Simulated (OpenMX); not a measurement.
# SiO2 under changes of volume

One of the cells (13.656 Å³/atom); the others are scaled copies at fixed shape and fractional positions:

```
CELL_PARAMETERS angstrom
0.00000 4.71626 7.36278
2.35958 0.00000 7.36278
2.35958 4.71626 0.00000
ATOMIC_POSITIONS crystal
Si 0.93677 0.93677 0.56323
Si 0.68677 0.68677 0.31323
Si 0.31323 0.31323 0.68677
Si 0.56323 0.56323 0.93677
O 0.06344 0.43656 0.06344
O 0.43656 0.06344 0.43656
O 0.81344 0.18656 0.81344
O 0.18656 0.81344 0.18656
O 0.12500 0.62500 0.62500
O 0.62500 0.62500 0.62500
O 0.62500 0.62500 0.12500
O 0.62500 0.12500 0.62500
```

The cell comes from a database or a generator and needn't be the stable form of this composition.

```yaml
Program: OpenMX 3.8.5
Functional: LDA
Potentials_or_basis: OpenMX 2013 LDA set, Si7.0-s2p2d1, O6.0-s2p2d1, fixed grid of 49 × 49 × 49 points
k_mesh: 7 × 7 × 7
Occupations: fermi-dirac, width 0.05 eV
Spin: no spin polarisation
```

| volume (Å³/atom) | energy over the lowest point (meV/atom) | gap on the mesh (eV) | largest force (eV/Å) |
| --- | --- | --- | --- |
| 12.837 | ? | ? | ? |
| 13.110 | 21.60 | 6.25 | 1.075 |
| 13.383 | 7.58 | 6.10 | 0.773 |
| 13.656 | 0.60 | 5.95 | 0.496 |
| 13.929 | 0.00 | 5.79 | 0.226 |
| 14.202 | 5.17 | 5.63 | 0.162 |
| 14.475 | 15.59 | 5.47 | 0.237 |

Task: What does the run at 12.837 Å³/atom give?

Result: Energy over the lowest point 43.37 meV/atom; gap on the mesh 6.39 eV; largest force 1.414 eV/Å.

Worked out: A Birch-Murnaghan fit of order 3 (a polynomial in V^(-2/3)) to the other rows has its minimum at 13.82 Å³/atom with B0 = V·E''(V) = 178 GPa and B' = 4.0 at fixed shape and positions, which overstates the stiffness. It gives 43.39 meV/atom at 12.837 Å³/atom, against the run's 43.37. A straight line through the other rows of the gap, of slope -7.89 eV per unit of ln V (its deformation potential), extrapolates to 6.43 eV, against the run's 6.39.

Energies are extrapolated to zero smearing.

Caveats: an odd mesh through Γ misses points on the zone boundary, where band edges often lie; the basis of atomic orbitals isn't converged, which shifts pressures, moduli and gaps; forces of over 1 eV/Å show positions far from the minimum, so gaps and moduli don't describe the material at rest (some runs).
